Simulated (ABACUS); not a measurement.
# GaAs (F-43m) in ABACUS: further runs

One crystal, GaAs, is run at these levels: M06-L, HLE16; tasks: single point, relaxation of cell and atoms.

Program: ABACUS 3.10.1. These are calculated values, not measurements. Logs are shortened: lines on timing, memory, paths and dates and some standing lists are left out, and cuts for length are marked.

**What was measured.**

“Evidence of valence band perturbations in GaAsN/GaAs(001): A combined variable-angle spectroscopic ellipsometry and modulated photoreflectance investigation”, 2008, arxiv:0805.2212 reports, for a bulk crystal of GaAs at 300 K: band gap 1.412 ± 0.01 eV (direct).

The results are compared with them further down.

## Step 1: The crystal as given

The structure is cubic, space group F-43m (No. 216). Conventional cell: a = 5.654 Å, b = 5.654 Å, c = 5.654 Å, α = 90.00°, β = 90.00°, γ = 90.00°. Around As (site symmetry -43m) lie 4 Ga at 2.45 Å. Ga (site symmetry -43m) has 4 As at 2.45 Å as nearest neighbours.

## Step 2: Single point, M06-L

Input file INPUT:

```
INPUT_PARAMETERS
suffix              GaAs
calculation         scf
basis_type          pw
pseudo_dir          ./
latname             fcc
symmetry            1
dft_functional      MGGA_X_M06_L+MGGA_C_M06_L
ecutwfc             97
pseudo_rcut         10
nspin               1
nbands              19
ks_solver           dav
smearing_method     fd
smearing_sigma      0.00367493
scf_thr             1e-08
scf_nmax            100
mixing_type         broyden
mixing_beta         0.7
cal_force           1
cal_stress          1
mixing_tau          1
out_chg             1
out_pot             2
out_elf             1
```

Input file STRU:

```
ATOMIC_SPECIES
As 74.9216 As_ONCV_PBE-1.2.upf
Ga 69.7230 Ga_ONCV_PBE-1.2.upf

LATTICE_CONSTANT
10.6839445908

ATOMIC_POSITIONS
Direct

As
0.0
1
0.2500000000 0.2500000000 0.2500000000 1 1 1

Ga
0.0
1
0.0000000000 0.0000000000 0.0000000000 1 1 1
```

Input file KPT:

```
K_POINTS
0
Gamma
5 5 5 0 0 0
```

Potentials or basis: SG15 ONCV 1.2 PBE, plane waves.

Run with:

```console
$ OMP_NUM_THREADS=1 mpirun -np 4 abacus > log
```

running log:

```text
ABACUS v3.10.1

               Atomic-orbital Based Ab-initio Computation at UStc

 ------------------------------------------------------------------------------------

 READING GENERAL INFORMATION
                           global_out_dir = OUT.GaAs/
                           global_in_card = INPUT
                               pseudo_dir = ./
                              orbital_dir =
                                    DSIZE = 4
                                    GSIZE = 1

 READING UNITCELL INFORMATION
                                    ntype = 2
                  lattice constant (Bohr) = 10.6839
              lattice constant (Angstrom) = 5.6537

 READING ATOM TYPE 1
                               atom label = As
                      L=0, number of zeta = 1
                      L=1, number of zeta = 1
                      L=2, number of zeta = 1
             number of atom for this type = 1

 READING ATOM TYPE 2
                               atom label = Ga
                      L=0, number of zeta = 1
                      L=1, number of zeta = 1
                      L=2, number of zeta = 1
             number of atom for this type = 1

                        TOTAL ATOM NUMBER = 2
DIRECT COORDINATES
    atom                   x                   y                   z     mag                  vx                  vy                  vz
taud_As1            0.2500000000        0.2500000000        0.2500000000  0.0000        0.0000000000        0.0000000000        0.0000000000
taud_Ga1            0.0000000000        0.0000000000        0.0000000000  0.0000        0.0000000000        0.0000000000        0.0000000000

                          Volume (Bohr^3) = 304.884
                             Volume (A^3) = 45.1791

 Lattice vectors: (Cartesian coordinate: in unit of a_0)
                 -0.5                  +0                +0.5
                   +0                +0.5                +0.5
                 -0.5                +0.5                  +0
 Reciprocal vectors: (Cartesian coordinate: in unit of 2 pi/a_0)
                   -1                  -1                  +1
                   +1                  +1                  +1
                   -1                  +1                  -1
 The esolver type has been set to : ksdft_pw

                PAO radial cut off (Bohr) = 10

 Read in pseudopotential file is As_ONCV_PBE-1.2.upf
                     pseudopotential type = NC
          exchange-correlation functional = PBE
                 nonlocal core correction = 0
                        valence electrons = 5
                                     lmax = 2
                           number of zeta = 0
                     number of projectors = 6
                           L of projector = 0
                           L of projector = 0
                           L of projector = 1
                           L of projector = 1
                           L of projector = 2
                           L of projector = 2
 XC functional updated to : MGGA_X_M06_L+MGGA_C_M06_L
          exchange-correlation functional = MGGA_X_M06_L+MGGA_C_M06_L
                PAO radial cut off (Bohr) = 10

 Read in pseudopotential file is Ga_ONCV_PBE-1.2.upf
                     pseudopotential type = NC
          exchange-correlation functional = PBE
                 nonlocal core correction = 0
                        valence electrons = 13
                                     lmax = 2
                           number of zeta = 0
                     number of projectors = 6
                           L of projector = 0
                           L of projector = 0
                           L of projector = 1
                           L of projector = 1
                           L of projector = 2
                           L of projector = 2
 XC functional updated to : MGGA_X_M06_L+MGGA_C_M06_L
          exchange-correlation functional = MGGA_X_M06_L+MGGA_C_M06_L
     initial pseudo atomic orbital number = 0

 SETUP THE ELECTRONS NUMBER
            electron number of element As = 5
      total electron number of element As = 5
            electron number of element Ga = 13
      total electron number of element Ga = 13
            AUTOSET number of electrons:  = 18
                           occupied bands = 9
                                   NBANDS = 19
                                   NLOCAL = 18

%%%%%%%%%%%%%%%%%%%%%%%%%%%%%%%%%%%%%%%%%%%%%%%%%%%%%%%%%%%%%%%%%%%%%%%%%%%%%%%%%%%%%%%%%%%%%%%%%%%%%%%%%%
 Warning: the number of valence electrons in pseudopotential > 3 for Ga: [Ar] 3d10 4s2 4p1
 Pseudopotentials with additional electrons can yield (more) accurate outcomes, but may be less efficient.
 If you're confident that your chosen pseudopotential is appropriate, you can safely ignore this warning.
%%%%%%%%%%%%%%%%%%%%%%%%%%%%%%%%%%%%%%%%%%%%%%%%%%%%%%%%%%%%%%%%%%%%%%%%%%%%%%%%%%%%%%%%%%%%%%%%%%%%%%%%%%

 SETUP THE PLANE WAVE BASIS
 energy cutoff for charge/potential (unit:Ry) = 388
            fft grid for charge/potential = [ 48, 48, 48 ]
                        fft grid division = [ 1, 1, 1 ]
        big fft grid for charge/potential = [ 48, 48, 48 ]
                                     nbxx = 27648
                                     nrxx = 27648
[... 68 lines left out ...]

 SETUP K-POINTS
                                    nspin = 1
                   Input type of k points = Monkhorst-Pack(Gamma)
                                   nkstot = 125
                       right hand lattice = 1
(for reciprocal lattice: )
                             BRAVAIS TYPE = 2
                     BRAVAIS LATTICE NAME = 02. Cubic I (body-centered)
                                    ibrav = 2
                       right hand lattice = 1
(for k-lattice: )
                             BRAVAIS TYPE = 2
                     BRAVAIS LATTICE NAME = 02. Cubic I (body-centered)
                                    ibrav = 2
                       right hand lattice = 1
                        ROTATION MATRICES = 48
                               nkstot_ibz = 10
K-POINTS REDUCTION ACCORDING TO SYMMETRY
     IBZ    DIRECT_X    DIRECT_Y    DIRECT_Z  WEIGHT  ibz2bz
       1  0.00000000  0.00000000  0.00000000  0.0080       0
       2  0.20000000  0.20000000  0.20000000  0.0640       1
       3  0.40000000  0.40000000  0.40000000  0.0640       2
       4  0.20000000  0.20000000  0.00000000  0.0480       6
       5  0.40000000  0.40000000  0.20000000  0.1920       7
       6 -0.40000000  0.40000000  0.40000000  0.1920       8
       7  0.40000000  0.20000000  0.20000000  0.0960       9
       8  0.40000000  0.40000000  0.00000000  0.0480      12
       9 -0.20000000  0.40000000  0.40000000  0.0960      13
      10 -0.40000000  0.40000000  0.20000000  0.1920      38

                               nkstot now = 10
[... K-POINTS DIRECT COORDINATES: 10 rows ...]

           k-point number in this process = 10
       minimum distributed K point number = 10
[... stars of the k points ...]

[... K-POINTS CARTESIAN COORDINATES: 10 rows ...]

[... K-POINTS DIRECT COORDINATES: 10 rows ...]

 SETUP PLANE WAVES FOR WAVE FUNCTIONS
     energy cutoff for wavefunc (unit:Ry) = 97
              fft grid for wave functions = [ 48, 48, 48 ]
                    number of plane waves = 6183
                         number of sticks = 439

 PARALLEL PW FOR WAVE FUNCTIONS
     PROC   COLUMNS(POT)             PW
        1            110           1546
        2            109           1546
        3            110           1545
        4            110           1546
 --------------- sum -------------------
        4            439           6183

 SETUP NONLOCAL PSEUDOPOTENTIALS IN PLANE WAVE BASIS
 As non-local projectors:
 projector 1 L=0
 projector 2 L=0
 projector 3 L=1
 projector 4 L=1
 projector 5 L=2
 projector 6 L=2
 Ga non-local projectors:
 projector 1 L=0
 projector 2 L=0
 projector 3 L=1
 projector 4 L=1
 projector 5 L=2
 projector 6 L=2
      TOTAL NUMBER OF NONLOCAL PROJECTORS = 36

 Init Non-Local PseudoPotential table :
 Init Non-Local-Pseudopotential done.

                                     npwx = 1239

 -------------------------------------------
 SELF-CONSISTENT
 -------------------------------------------
                                 init_chg = atomic

 PW ALGORITHM --------------- ION=   1  ELEC=   1--------------------------------
 Notice: Threshold on eigenvalues was too large.
 hsover_error=0.18 > DRHO=0.136314
 Origin diag ethr = 0.01
 New diag ethr = 0.000757298

 Density error is 0.135854312434
                          Error Threshold = 0.000757297669248
----------------------------------------------------------
     Energy           Rydberg                 eV
----------------------------------------------------------
 E_KohnSham     -142.9092275802      -1944.3797918700
 E_Harris       -142.7006171898      -1941.5415018980
 E_Fermi        0.5401568796         7.3492113760
----------------------------------------------------------
[... 147 lines left out ...]
 Density error is 2.03852413786e-09
                          Error Threshold = 1.00453732481e-10
----------------------------------------------------------
     Energy           Rydberg                 eV
----------------------------------------------------------
 E_KohnSham     -143.0597186068      -1946.4273273297
 E_KS(sigma->0) -143.0597153367      -1946.4272828366
 E_Harris       -143.0595351443      -1946.4248311932
 E_band         -4.4901955471        -61.0922445747
 E_one_elec     -82.4916021509       -1122.3558264010
 E_Hartree      52.7129377053        717.1963111106
 E_xc           -20.2709322991       -275.8001830396
 E_Ewald        -93.0101153218       -1265.4675400133
 E_entropy(-TS) -0.0000065404        -0.0000889863
 E_descf        0.0000000000         0.0000000000
 E_exx          0.0000000000         0.0000000000
 E_Fermi        0.5535197446         7.5310224823
----------------------------------------------------------

 charge density convergence is achieved
 final etot is -1946.4273273 eV
 EFERMI = 7.5310224823 eV
The vacuum level is 9.3767129074 eV

 STATE ENERGY(eV) AND OCCUPATIONS    NSPIN == 1
 1/10 kpoint (Cartesian) = 0.0000 0.0000 0.0000 (1237 pws)
       1       -7.54545      0.0160000
       2       -7.54545      0.0160000
       3       -7.54545      0.0160000
       4       -7.50474      0.0160000
       5       -7.50474      0.0160000
       6       -5.95414      0.0160000
[... 104 lines left out ...]
       6       -3.85403       0.384000
[... 11 lines left out ...]
      18        23.8369        0.00000
      19        24.3302        0.00000

[... levels at 4 further k points ...]

------------------------------------------------------------------------------------------
 TOTAL-FORCE (eV/Angstrom)
------------------------------------------------------------------------------------------
                       As1         0.0000000000         0.0000000000         0.0000000000
                       Ga1         0.0000000000         0.0000000000         0.0000000000
------------------------------------------------------------------------------------------

----------------------------------------------------------------
 TOTAL-STRESS (KBAR)
----------------------------------------------------------------
        11.1921728028        -0.0000000000         0.0000000000
        -0.0000000000        11.1921728028        -0.0000000000
         0.0000000000         0.0000000000        11.1921728028
----------------------------------------------------------------
 TOTAL-PRESSURE: 11.192173 KBAR

 --------------------------------------------
 !FINAL_ETOT_IS -1946.4273273297330888 eV
 --------------------------------------------
```

Wall time 26 s (4 MPI ranks of Intel Xeon Platinum 8488C (Sapphire Rapids), shared host); peak memory 0.28 GiB.

Results:

```yaml
Free_energy: -1946.4273 eV
Pressure: 1.1 GPa
Band_gap_on_the_k_mesh: 0.53 eV, direct
```

Caveat: the potentials were made for another functional, which shifts forces and pressure.

(Part 1 of 2 ends here.)
